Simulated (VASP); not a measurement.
# CdTe (F-43m) in VASP: notebook

One crystal, CdTe, is run at these levels: LDA, PBE; tasks: band structure.

Everything below comes from runs of VASP 6.6.1. Logs are shortened: lines on timing, memory, paths and dates and some standing lists are left out, and cuts for length are marked.

**What was measured.**

From a printed reference work, data compilation, for a bulk crystal of CdTe at 0 K: band gap 1.607 eV.

The results are compared with them further down.

### 1 The structure

It takes space group F-43m (No. 216, cubic). The conventional cell has a = 6.622 Å, b = 6.622 Å, c = 6.622 Å, α = 90.00°, β = 90.00°, γ = 90.00°. Cd (site symmetry -43m) is surrounded by 4 Te at 2.87 Å. Around Te (site symmetry -43m) lie 4 Cd at 2.87 Å.

### 2 Band structure, LDA

Contents of INCAR:

```
SYSTEM = CdTe
  ALGO = Fast
  EDIFF = 1E-6
  ENCUT = 520
  GGA = CA
  ISIF = 2
  ISMEAR = 0
  LASPH = .TRUE.
  LCHARG = .FALSE.
  LREAL = .FALSE.
  LWAVE = .FALSE.
  NBANDS = 16
  NELM = 80
  PREC = Accurate
  SIGMA = 0.03
```

Contents of KPOINTS:

```
k-points
0
G
  8 8 8
  0 0 0
```

Contents of POSCAR:

```
CdTe                                    
1.0
    0.0000000000      3.3111409341      3.3111409341
    3.3111409341      0.0000000000      3.3111409341
    3.3111409341      3.3111409341      0.0000000000
  Cd              Te            
     1     1
Direct
     0.0000000000000000    0.0000000000000000    0.0000000000000000
     0.2500000000000000    0.2500000000000000    0.2500000000000000
```

Contents of KPOINTS_OPT:

```
explicit points
159
Reciprocal
 0.0000000000  0.0000000000  0.0000000000 1
 0.0357142857  0.0000000000  0.0357142857 1
 0.0714285714  0.0000000000  0.0714285714 1
 0.1071428571  0.0000000000  0.1071428571 1
 0.1428571429  0.0000000000  0.1428571429 1
 0.1785714286  0.0000000000  0.1785714286 1
[... 151 lines left out ...]
 0.4250000000  0.0000000000  0.4250000000 1
 0.4500000000  0.0000000000  0.4500000000 1
```

Potentials or basis: VASP PAW LDA potentials, release 64 (Cd, Te).

Command:

```sh
> cat potpaw_LDA.64/Cd/POTCAR potpaw_LDA.64/Te/POTCAR > POTCAR
> mpirun -np 1 vasp_std > vasp.out
```

OUTCAR:

```text
SYSTEM = CdTe
   EDIFF = 1E-6
   ENCUT = 520
   GGA = CA
   ISIF = 2
   ISMEAR = 0
   LASPH = .TRUE.
   LREAL = .FALSE.
   NELM = 80
   PREC = Accurate

 ion  position               nearest neighbor table
   1  0.000  0.000  0.000-   2 2.87   2 2.87   2 2.87   2 2.87
   2  0.250  0.250  0.250-   1 2.87   1 2.87   1 2.87   1 2.87

  LATTYP: Found a face centered cubic cell.
 ALAT       =     6.6222818682

  Lattice vectors:

 A1 = (   0.0000000000,   3.3111409341,   3.3111409341)
 A2 = (   3.3111409341,   0.0000000000,   3.3111409341)
 A3 = (   3.3111409341,   3.3111409341,   0.0000000000)

Analysis of symmetry for initial positions (statically):
=====================================================================
 Subroutine PRICEL returns:
 Original cell was already a primitive cell.

 Routine SETGRP: Setting up the symmetry group for a
 face centered cubic supercell.

 Subroutine GETGRP returns: Found 24 space group operations
 (whereof 24 operations were pure point group operations)
 out of a pool of 48 trial point group operations.

The static configuration has the point symmetry T_d .

Analysis of symmetry for dynamics (positions and initial velocities):
=====================================================================
 Subroutine PRICEL returns:
 Original cell was already a primitive cell.

 Routine SETGRP: Setting up the symmetry group for a
 face centered cubic supercell.

 Subroutine GETGRP returns: Found 24 space group operations
 (whereof 24 operations were pure point group operations)
 out of a pool of 48 trial point group operations.

The dynamic configuration has the point symmetry T_d .

 Subroutine INISYM returns: Found 24 space group operations
 (whereof 24 operations are pure point group operations),
 and found     1 'primitive' translations

----------------------------------------------------------------------------------------

                                     Primitive cell

  volume of cell :      72.6044

  direct lattice vectors                    reciprocal lattice vectors
     0.000000000  3.311140934  3.311140934    -0.151005351  0.151005351  0.151005351
     3.311140934  0.000000000  3.311140934     0.151005351 -0.151005351  0.151005351
     3.311140934  3.311140934  0.000000000     0.151005351  0.151005351 -0.151005351

  length of vectors
     4.682660416  4.682660416  4.682660416     0.261548941  0.261548941  0.261548941

  position of ions in fractional coordinates (direct lattice)
     0.000000000  0.000000000  0.000000000
     0.250000000  0.250000000  0.250000000

  ion indices of the primitive-cell ions
   primitive index   ion index
                 1           1
                 2           2

----------------------------------------------------------------------------------------

 KPOINTS: k-points

Automatic generation of k-mesh.
 Grid dimensions read from file:
 generate k-points for:    8    8    8

 Generating k-lattice:

  Cartesian coordinates                     Fractional coordinates (reciprocal lattice)
    -0.018875669  0.018875669  0.018875669     0.125000000  0.000000000  0.000000000
     0.018875669 -0.018875669  0.018875669     0.000000000  0.125000000  0.000000000
     0.018875669  0.018875669 -0.018875669     0.000000000  0.000000000  0.125000000

  Length of vectors
     0.032693618  0.032693618  0.032693618

  Shift w.r.t. Gamma in fractional coordinates (k-lattice)
     0.000000000  0.000000000  0.000000000

 Subroutine IBZKPT returns following result:
 ===========================================

 Found     29 irreducible k-points:

 Following reciprocal coordinates:
            Coordinates               Weight
  0.000000  0.000000  0.000000      1.000000
  0.125000  0.000000  0.000000      8.000000
  0.250000  0.000000  0.000000      8.000000
  0.375000  0.000000  0.000000      8.000000
  0.500000  0.000000  0.000000      4.000000
  0.125000  0.125000  0.000000      6.000000
[... 16 lines left out ...]
  0.500000  0.250000  0.125000     48.000000
 -0.375000  0.250000  0.125000     24.000000
 [... further k-points ...]
   k-points           NKPTS =     29   k-points in BZ     NKDIM =     29   number of bands    NBANDS=     16
   number of dos      NEDOS =    301   number of ions     NIONS =      2
   total plane-waves  NPLWV =  46656
   dimension x,y,z NGX =    36 NGY =   36 NGZ =   36
   dimension x,y,z NGXF=    72 NGYF=   72 NGZF=   72
   ions per type =               1   1
   NGX,Y,Z   is equivalent  to a cutoff of  12.78, 12.78, 12.78 a.u.
   NGXF,Y,Z  is equivalent  to a cutoff of  25.56, 25.56, 25.56 a.u.
 SYSTEM =  CdTe
   PREC   = accura    normal or accurate (medium, high low for compatibility)
   ISTART =      0    job   : 0-new  1-cont  2-samecut
   ICHARG =      2    charge: 1-file 2-atom 10-const
   ISPIN  =      1    spin polarized calculation?
   LNONCOLLINEAR =      F non collinear calculations
   LSORBIT =      F    spin-orbit coupling
   LASPH  =      T    aspherical Exc in radial PAW
   ENCUT  =  520.0 eV  38.22 Ry    6.18 a.u.   8.71  8.71  8.71*2*pi/ulx,y,z
   NELM   =     80;   NELMIN=  2; NELMDL= -5     # of ELM steps
   EDIFF  = 0.1E-05   stopping-criterion for ELM
   LREAL  =      F    real-space projection
   EDIFFG = 0.1E-04   stopping-criterion for IOM
   NSW    =      0    number of steps for IOM
   IBRION =     -1    ionic relax: 0-MD 1-quasi-New 2-CG
   NFREE  =      0    steps in history (QN), initial steepest desc. (CG)
   ISIF   =      2    stress and relaxation
   ISYM   =      2    0-nonsym 1-usesym 2-fastsym
   POTIM  = 0.5000    time-step for ionic-motion
   TEBEG  =    0.0;   TEEND  =   0.0 temperature during run
   PSTRESS=    0.0 pullay stress
   NELECT =      18.0000    total number of electrons
   NUPDOWN=      -1.0000    fix difference up-down
   EMIN   =  10.00;   EMAX   =-10.00  energy-range for DOS
   EFERMI =   0.00;   METHOD = LEGACY
   ISMEAR =     0;   SIGMA  =   0.03  broadening in eV -4-tet -1-fermi 0-gaus
   EFERMI_NEDOS =   21; number of points for ismear=-14 and -15
   IALGO  =     68    algorithm
   IMIX   =      4    mixing-type and parameters
     AMIX     =   0.40;   BMIX     =  1.00
     AMIX_MAG =   1.60;   BMIX_MAG =  1.00
  volume/ion in A,a.u.               =      36.30       244.98
  Fermi-wavevector in a.u.,A,eV,Ry     =   1.028438  1.943466 14.390667  1.057684
  Thomas-Fermi vector in A             =   2.162434
   LORBIT       =      0    0 simple, 1 ext, 2 COOP (PROOUT), +10 PAW based schemes
   GGA     = CA    functional components
   LHFCALC =     F    Hartree Fock is set to
   AEXX    =    0.0000 exact exchange contribution
   IVDW    =     0    specifies the selected vdW correction
   LEPSILON=     F    determine dielectric tensor
   LRPA    =     F    only Hartree local field effects (RPA)
 non-spin polarized calculation
 RMM-DIIS sequential band-by-band and
 Gauss-broadening in eV      SIGMA  =   0.03
  energy-cutoff  :      520.00
  volume of cell :       72.60
 maximum number of plane-waves:      1972
   NGX = 17   NGY = 17   NGZ = 17

 number of electron      18.0000006 magnetization

 Free energy of the ion-electron system (eV)
  ---------------------------------------------------
  ext. energy  EPLUGINS =         0.00000000
  ---------------------------------------------------
  free energy    TOTEN  =        -5.97664882 eV

  energy without entropy =       -5.97664882  energy(sigma->0) =       -5.97664882

 E-fermi :   1.7159     XC(G=0):  -8.6734

 val. band max:        1.5817416723   @ k =   0.0000   0.0000   0.0000
 cond. band min:       1.9416774454   @ k =   0.0000   0.0000   0.0000
 fundamental gap:      0.3599357730
 Fermi energy:         1.7159097927

 k-point     1 :       0.0000    0.0000    0.0000
  band No.  band energies     occupation
      1      -9.3113      2.00000
      2      -6.5012      2.00000
      3      -6.5012      2.00000
      4      -6.5012      2.00000
      5      -6.2822      2.00000
      6      -6.2822      2.00000
[... 8 lines left out ...]
     15      10.8019      0.00000
     16      10.8019      0.00000

 k-point     2 :       0.1250    0.0000    0.0000
  band No.  band energies     occupation
      1      -9.2604      2.00000
      2      -6.4920      2.00000
      3      -6.4920      2.00000
      4      -6.4599      2.00000
      5      -6.2829      2.00000
      6      -6.2829      2.00000
[... 8 lines left out ...]
     15      10.1134      0.00000
     16      10.1134      0.00000

 k-point     3 :       0.2500    0.0000    0.0000
  band No.  band energies     occupation
      1      -9.1371      2.00000
      2      -6.4714      2.00000
      3      -6.4714      2.00000
      4      -6.3254      2.00000
      5      -6.2824      2.00000
      6      -6.2824      2.00000
[... 8 lines left out ...]
     15       9.9054      0.00000
     16       9.9054      0.00000

 k-point     4 :       0.3750    0.0000    0.0000
  band No.  band energies     occupation
      1      -9.0147      2.00000
      2      -6.4541      2.00000
      3      -6.4541      2.00000
      4      -6.2781      2.00000
      5      -6.2781      2.00000
      6      -6.1138      2.00000
[... 8 lines left out ...]
     15      10.6406      0.00000
     16      10.6406      0.00000
[... 324 lines left out ...]
 k-point    22 :       0.3750    0.2500    0.1250
  band No.  band energies     occupation
      1      -9.0469      2.00000
      2      -6.4478      2.00000
      3      -6.4380      2.00000
      4      -6.3184      2.00000
      5      -6.2739      2.00000
      6      -6.2028      2.00000
[... 8 lines left out ...]
     15      11.1281      0.00000
     16      11.6293      0.00000

 k-point    23 :       0.5000    0.2500    0.1250
  band No.  band energies     occupation
      1      -8.9511      2.00000
      2      -6.4316      2.00000
      3      -6.4230      2.00000
      4      -6.3041      2.00000
      5      -6.2739      2.00000
      6      -6.0160      2.00000
[... 8 lines left out ...]
     15      11.2396      0.00000
     16      11.9731      0.00000

 k-point    24 :      -0.3750    0.2500    0.1250
  band No.  band energies     occupation
      1      -8.9123      2.00000
      2      -6.4273      2.00000
      3      -6.4169      2.00000
      4      -6.2949      2.00000
      5      -6.2774      2.00000
      6      -5.9079      2.00000
[... 8 lines left out ...]
     15      11.4258      0.00000
     16      11.8704      0.00000

 [... further k-points ...]

------------------------ aborting loop because EDIFF is reached ----------------------------------------

  FORCE on cell =-STRESS in cart. coord.  units (eV):
  Direction    XX          YY          ZZ          XY          YZ          ZX
  --------------------------------------------------------------------------------------
  -------------------------------------------------------------------------------------
  Total       -1.5497942     -1.5497942     -1.5497942      0.0000000     -0.0000000     -0.0000000
  in kB      -34.1996465    -34.1996465    -34.1996465      0.0000000     -0.0000000     -0.0000000
  external PRESSURE =     -34.1996465 kB  Pullay stress =       0.0000000 kB

 VOLUME and BASIS-vectors are now :
 -----------------------------------------------------------------------------
  energy-cutoff  :      520.00
  volume of cell :       72.60
      direct lattice vectors                 reciprocal lattice vectors
     0.000000000  3.311140934  3.311140934    -0.151005351  0.151005351  0.151005351
     3.311140934  0.000000000  3.311140934     0.151005351 -0.151005351  0.151005351
     3.311140934  3.311140934  0.000000000     0.151005351  0.151005351 -0.151005351

 POSITION                                       TOTAL-FORCE (eV/Angst)
 -----------------------------------------------------------------------------------
      0.00000      0.00000      0.00000        -0.000000     -0.000000     -0.000000
      1.65557      1.65557      1.65557         0.000000      0.000000      0.000000
 -----------------------------------------------------------------------------------
    total drift:                                0.000000      0.000000     -0.000000

  FREE ENERGIE OF THE ION-ELECTRON SYSTEM (eV)
  ---------------------------------------------------
  free  energy   TOTEN  =        -5.9766488210 eV

  energy  without entropy=       -5.9766488210  energy(sigma->0) =       -5.97664882
```

It took 2.3 min on 1 thread of Intel Xeon Platinum 8375C at 2.90GHz (Ice Lake), shared host; peak memory 0.21 GiB.

What came out:

- Free energy: -5.9766 eV
- Pressure: -3.4 GPa
- Band gap on the k mesh: 0.36 eV, direct
- Band gap along the path: 0.36 eV, direct

Levels at the corners of the path, in eV from the valence-band top:
```
point  band 6  band 7  band 8  band 9  band 10  band 11  band 12  band 13
    Γ   -7.86    0.00    0.00    0.00     0.36     4.54     4.54     4.54
    X   -7.45   -4.08   -1.68   -1.68     2.55     2.57     8.29     8.65
    X   -7.45   -4.08   -1.68   -1.68     2.55     2.57     8.29     8.65
    W   -7.39   -3.96   -2.11   -1.98     3.93     4.56     5.33     6.17
    W   -7.39   -3.96   -2.11   -1.98     3.93     4.56     5.33     6.17
    K   -7.42   -3.98   -2.32   -1.39     2.78     4.31     7.05     7.21
    K   -7.42   -3.98   -2.32   -1.39     2.78     4.31     7.05     7.21
    Γ   -7.86    0.00    0.00    0.00     0.36     4.54     4.54     4.54
    Γ   -7.86    0.00    0.00    0.00     0.36     4.54     4.54     4.54
    L   -7.57   -4.15   -0.69   -0.69     1.59     5.11     5.11     6.78
    L   -7.57   -4.15   -0.69   -0.69     1.59     5.11     5.11     6.78
    U   -7.42   -3.98   -2.32   -1.39     2.78     4.31     7.05     7.21
    U   -7.42   -3.98   -2.32   -1.39     2.78     4.31     7.05     7.21
    W   -7.39   -3.96   -2.11   -1.98     3.93     4.56     5.33     6.17
    W   -7.39   -3.96   -2.11   -1.98     3.93     4.56     5.33     6.17
    L   -7.57   -4.15   -0.69   -0.69     1.59     5.11     5.11     6.78
    L   -7.57   -4.15   -0.69   -0.69     1.59     5.11     5.11     6.78
    K   -7.42   -3.98   -2.32   -1.39     2.78     4.31     7.05     7.21
    U   -7.42   -3.98   -2.32   -1.39     2.78     4.31     7.05     7.21
    X   -7.45   -4.08   -1.68   -1.68     2.55     2.57     8.29     8.65
```

Caveat: spin-orbit coupling is left out, which moves the levels of the heavy elements.

(Part 1 of 2 ends here.)
